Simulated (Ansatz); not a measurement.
# BaTiO3: the cost of one run

Computed with Ansatz 0.2.0 (reference: DFT PBE, plane waves, PAW, scalar-relativistic, no spin polarisation, unless a step's input says otherwise).

1 further run of the same task is left out (set aside as unsound or not needed).

**1. The starting structure**

Symmetry: R3m, No. 160, trigonal system. The conventional cell has a = 5.720 Å, b = 5.720 Å, c = 7.035 Å, α = 90.00°, β = 90.00°, γ = 120.00°. Ba (site symmetry 3m) has 12 O at 2.81 to 2.93 Å as nearest neighbours. Ti (site symmetry 3m) has 6 O at 1.90 to 2.16 Å as nearest neighbours. O (site symmetry m) is surrounded by 2 Ti at 1.90 to 2.16 Å.

Structure file:

```cif
data_structure
_symmetry_space_group_name_H-M 'P 1'
_symmetry_Int_Tables_number 1
_cell_length_a 4.0501
_cell_length_b 4.0501
_cell_length_c 4.0501
_cell_angle_alpha 89.839
_cell_angle_beta 89.839
_cell_angle_gamma 89.839
_cell_volume 66.43
loop_
_atom_site_label
_atom_site_type_symbol
_atom_site_fract_x
_atom_site_fract_y
_atom_site_fract_z
_atom_site_occupancy
Ba1 Ba 0.00000 0.00000 0.00000 1
Ti1 Ti 0.48720 0.48720 0.48720 1
O1 O 0.51090 0.51090 0.01930 1
O2 O 0.01930 0.51090 0.51090 1
O3 O 0.51090 0.01930 0.51090 1
```

**2. The reference run**

input.yaml reads:

```yaml
crystal:
  lattice:
    - [4.05007317, 0.0, 0.0]
    - [0.01138059, 4.05005294, 0.0]
    - [0.01138059, 0.01135024, 4.05004282]
  atoms:
    - { symbol: Ba, position: [0.0, 0.0, 0.0] }
    - { symbol: Ti, position: [0.4872, 0.4872, 0.4872] }
    - { symbol: O, position: [0.5109, 0.5109, 0.0193] }
    - { symbol: O, position: [0.0193, 0.5109, 0.5109] }
    - { symbol: O, position: [0.5109, 0.0193, 0.5109] }
  symmetry: { tolerance: 0.0003 }
kpoints:
  mp_grid: { grid: [5, 5, 5], shift: [0, 0, 0] }
magnetization:
  spin_polarized: false
scf:
  occupations: { method: fermi_dirac }
hamiltonian:
  pseudopotentials: { kind: paw }
  xc: pbe
basis:
  ecutwfc: 420
output:
  forces: true
  stress: true
  eigenvalues: true
```

On the command line:

```bash
ansatz run input.yaml --threads 1 --pin off --max-ram 2560MiB --backend cpu --events-out ev --progress --plain --runs-dir out
```

What time and memory should one allow on 1 thread of an Arm CPU, shared host?

About 3.8 s, with a peak of 0.31 GiB.
